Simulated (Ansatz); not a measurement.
## Zincblende alloy of GaAs and AlAs (30 of 32 Ga sites exchanged), 64 atoms

Ansatz, PAW, plane waves. PBEsol relaxation of volume and atoms (shape held) at the single k point (¼, ¼, ¼) without its symmetry partners; single points on the relaxed atoms at the Γ point alone, onto which points of the small cell's zone fold. Arrangement: quasirandom. No spin–orbit coupling unless named.

Relaxed structure:

```
Al As Ga
1.0
    11.34780    0.00000    0.00000
     0.00000   11.34780    0.00000
     0.00000    0.00000   11.34780
Al As Ga
30 32 2
Direct
  0.99966 0.99981 0.99989
  0.99955 0.00009 0.49997
  0.99977 0.49975 0.99979
  0.99964 0.50005 0.49962
  0.49969 0.00019 0.99980
  0.49961 0.00031 0.49995
  0.49913 0.50039 0.00012
  0.49957 0.49985 0.49999
  0.24931 0.25029 0.99999
  0.24947 0.25035 0.49977
  0.24946 0.75021 0.50005
  0.74943 0.25008 0.99970
  0.74955 0.25020 0.49993
  0.74960 0.75017 0.99999
  0.74967 0.75003 0.49997
  0.24944 0.00015 0.24992
  0.24974 0.99998 0.75016
  0.24926 0.50022 0.74999
  0.74975 0.00031 0.24996
  0.74960 0.00002 0.74989
  0.74958 0.50011 0.24981
  0.74961 0.50009 0.75002
  0.99976 0.25021 0.24957
  0.99945 0.24979 0.74969
  0.99980 0.75008 0.24994
  0.99974 0.74986 0.75006
  0.49935 0.25033 0.24993
  0.49961 0.25010 0.74999
  0.49972 0.75008 0.24993
  0.49948 0.75014 0.75007
  0.12465 0.12502 0.12482
  0.12475 0.12498 0.62494
  0.12468 0.62502 0.12474
  0.12451 0.62507 0.62482
  0.62457 0.12536 0.12507
  0.62471 0.12523 0.62502
  0.62463 0.62523 0.12494
  0.62460 0.62517 0.62504
  0.37421 0.37540 0.12510
  0.37461 0.37515 0.62516
  0.37492 0.87541 0.12517
  0.37485 0.87526 0.62500
  0.87455 0.37512 0.12489
  0.87471 0.37519 0.62491
  0.87473 0.87517 0.12509
  0.87474 0.87507 0.62512
  0.37465 0.12524 0.37495
  0.37471 0.12535 0.87518
  0.37491 0.62543 0.37531
  0.37429 0.62526 0.87499
  0.87486 0.12545 0.37506
  0.87466 0.12500 0.87496
  0.87469 0.62517 0.37484
  0.87476 0.62518 0.87518
  0.12474 0.37544 0.37442
  0.12447 0.37490 0.87466
  0.12465 0.87521 0.37502
  0.12479 0.87475 0.87516
  0.62463 0.37522 0.37489
  0.62435 0.37537 0.87506
  0.62478 0.87539 0.37513
  0.62468 0.87516 0.87498
  0.24988 0.75024 0.00048
  0.24988 0.50092 0.25011
```

Task: What are the mean bond lengths by pair (pairs within 1.2 times the sum of covalent radii, less contacts 15 % beyond the pair's median; cation–cation pairs of compounds aside; long ionic contacts are cut short by that bound)?

Result: Al–As 2.457 ± 0.001 Å (standard deviation, 120 bonds); As–Ga 2.456 ± 0.001 Å (standard deviation, 8 bonds).

Task: What gap lies between the top filled and the lowest empty level in the single points?

Result: HSE06 2.09 eV (20 s on NVIDIA GB200).
